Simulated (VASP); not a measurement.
Al:

```
Al
1.0
     0.00000    2.02481    2.02481
     2.02481    0.00000    2.02481
     2.02481    2.02481    0.00000
Al
1
Cartesian
  0.0000 0.0000 0.0000
```

* Program: VASP 6.6.1
* Task: single point
* Functional: PBE
* Potentials or basis: VASP PAW PBE potentials, release 64 (Al)
* Cutoff: 520 eV
* k mesh: 11 × 11 × 11
* Occupations: fermi-dirac, width 0.05 eV
* Spin: no spin polarisation

On this cell: pressure -0.5 GPa; band gap on the k mesh none (metal or under the smearing width).

The same run follows on a disturbed copy (cell strained at random at fixed volume):

```
Al
1.0
     0.04789    1.96914    2.02685
     2.04326   -0.00835    2.08310
     2.04058    2.02271   -0.00568
Al
1
Direct
  0.00598 0.98688 0.02117
```

Question: What changes?

Answer: The energy (extrapolated to zero smearing) moves by +4.7 meV/atom; pressure -0.3 GPa; band gap on the k mesh none (metal or under the smearing width).

Stress tensor (GPa, compression positive):
```
 0.61 -0.73 -1.15
-0.73  0.52  1.52
-1.15  1.52 -1.93
```
